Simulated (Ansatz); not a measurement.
## Ni: which structure is lowest?

Theory: DFT, revPBE, plane waves (420 eV) with PAW, scalar-relativistic in Ansatz. The PAW files were generated under PBE, with cores re-solved for the functional.

Each structure is relaxed within its own symmetry, so a high-lying one may be dynamically unstable.

(1) Rank these structures of nickel by energy per atom, lowest first.
A. fcc
B. simple cubic
C. diamond
D. A15
E. bcc
F. hcp
G. dhcp
H. omega (AlB2-type)

```tsv
structure	ΔE (meV/atom)	V (Å³/atom)	cell	magnetic state
fcc	0	11.12	a = 3.544 Å	ferromagnetic, net 0.64 μB per atom
dhcp	12	11.15	a = 2.506 Å, c = 8.201 Å (c/a = 3.273)	ferromagnetic, net 0.66 μB per atom
hcp	27	11.17	a = 2.507 Å, c = 4.105 Å (c/a = 1.638)	ferromagnetic, net 0.66 μB per atom
bcc	97	11.22	a = 2.820 Å	ferromagnetic, net 0.57 μB per atom
omega (AlB2-type)	124	11.36	a = 4.019 Å, c = 2.436 Å (c/a = 0.606)	ferromagnetic, net 0.65 μB per atom
A15	139	11.38	a = 4.499 Å	ferromagnetic, net 0.62 μB per atom
simple cubic	694	12.93	a = 2.347 Å	ferromagnetic, net 0.62 μB per atom
diamond	1158	17.03	a = 5.146 Å	ferromagnetic, net 0.80 μB per atom
```

ΔE counts from fcc.

Differences under about 8 meV lie within the error of the k-point mesh.

## Answers

(1) A (0 meV/atom), G (12 meV/atom), F (27 meV/atom), E (97 meV/atom), H (124 meV/atom), D (139 meV/atom), B (694 meV/atom), C (1158 meV/atom).
